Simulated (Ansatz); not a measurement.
# Rh: the cost of one run

Method: DFT r2SCAN, scalar-relativistic, plane waves, PAW, in Ansatz 0.2.0.

3 further runs of the same task are left out: 3 set aside as unsound or not needed.

### Step 1. Starting point

The structure is hexagonal, space group P6_3/mmc (No. 194). The conventional cell has a = 2.704 Å, b = 2.704 Å, c = 4.349 Å, α = 90.00°, β = 90.00°, γ = 120.00°. Around Rh (site symmetry -6m2) lie 12 Rh at 2.68 to 2.70 Å.

Coordinates:

```cif
data_structure
_symmetry_space_group_name_H-M 'P6_3/mmc'
_symmetry_Int_Tables_number 194
_cell_length_a 2.7036
_cell_length_b 2.7036
_cell_length_c 4.3486
_cell_angle_alpha 90.000
_cell_angle_beta 90.000
_cell_angle_gamma 120.000
_cell_volume 27.53
loop_
_atom_site_label
_atom_site_type_symbol
_atom_site_symmetry_multiplicity
_atom_site_Wyckoff_symbol
_atom_site_fract_x
_atom_site_fract_y
_atom_site_fract_z
_atom_site_occupancy
Rh1 Rh 2 d 0.66667 0.33333 0.25000 1
```

It goes back to an entry of the Materials Project, which need not be the stable form.

It is built from the cell relaxed beforehand with the same method (13.76 Å³/atom).

### Step 2. The undisturbed cell

input.yaml reads:

```yaml
crystal:
  lattice:
    - [-2.7036431846, 0.0, 0.0]
    - [1.0e-10, 4.6828473612, 0.0]
    - [1.3518215923, -2.3414236806, -4.3486172236]
  atoms:
    - { symbol: Rh, position: [0.125, 0.7916666667, 0.25] }
    - { symbol: Rh, position: [0.625, 0.2916666667, 0.25] }
    - { symbol: Rh, position: [0.875, 0.2083333333, 0.75] }
    - { symbol: Rh, position: [0.375, 0.7083333333, 0.75] }
basis:
  ecutwfc: 500
kpoints:
  mp_grid: { grid: [14, 14, 14] }
hamiltonian:
  xc: r2scan
scf:
  occupations: { method: gaussian, width: 0.15 }
output:
  forces: true
  stress: true
  eigenvalues: true
  write_density: true
  write_potential: true
  elf: true
  volumetric_format: npy
```

Started as:

```
> ansatz run input.yaml --threads 1 --pin off --max-ram 2560MiB --backend cpu --events-out ev --progress --plain --runs-dir out
```

What time and memory should one allow on 1 thread of Arm Neoverse V2, shared host?

About 95 s, with a peak of 1 GiB.
